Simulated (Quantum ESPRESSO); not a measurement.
FeO (Wuestite):

```xyz
2
Lattice="0.0000 2.1554 2.1554 2.1554 0.0000 2.1554 2.1554 2.1554 0.0000" Properties=species:S:1:pos:R:3 pbc="T T T"
Fe    0.0000    0.0000    0.0000
O     2.1554    2.1554    2.1554
```

| Quantity | Value |
| --- | --- |
| Program | Quantum ESPRESSO 7.5 |
| Task | relaxation of cell and atoms |
| Functional | PBEsol |
| Potentials or basis | GBRV 1.5 PBEsol |
| Cutoff | 762 eV |
| Density cutoff | 6095 eV |
| k mesh | 11 × 11 × 11 |
| Occupations | fermi-dirac, width 0.05 eV |
| Spin | collinear spin, ferromagnetic start |
| Starting moments | [3.0, 0.0] μB |

At the start: pressure -8.4 GPa; volume 10.01 Å³/atom.

Where does the relaxation end?

Over 12 steps the energy falls by 11.7 meV/atom and the volume is 9.59 Å³/atom (-4.3 %); space group Fm-3m (No. 225, to 0.05 Å); moment 4.00 μB per cell.

Step by step:
```tsv
step	energy change (eV)	largest force (eV/Å)	pressure (GPa)	volume (Å³)
1	0.0000	0.0000	-8.44	20.03
2	-0.0075	0.0000	-7.07	19.87
3	-0.0176	0.0000	-4.43	19.58
4	-0.0232	0.0000	-0.77	19.22
5	-0.0200	0.0000	3.36	18.86
6	-0.0203	0.0000	3.20	18.87
7	-0.0208	0.0000	2.87	18.90
8	-0.0215	0.0000	2.41	18.94
9	-0.0222	0.0000	1.84	18.99
10	-0.0228	0.0000	1.18	19.05
11	-0.0232	0.0000	0.48	19.11
12	-0.0233	0.0000	-0.23	19.17
```

Final structure:
```yaml
crystal:
  lattice:
    - [3.00425, 0.00000, 0.00000]
    - [1.50212, 2.60175, 0.00000]
    - [1.50212, 0.86725, 2.45296]
  atoms:
    - { symbol: Fe, position: [0.00000, 0.00000, 0.00000] }
    - { symbol: O, position: [0.50000, 0.50000, 0.50000] }
```

Caveat: a cell with one magnetic atom can't hold antiferromagnetic order, which such compounds often take.
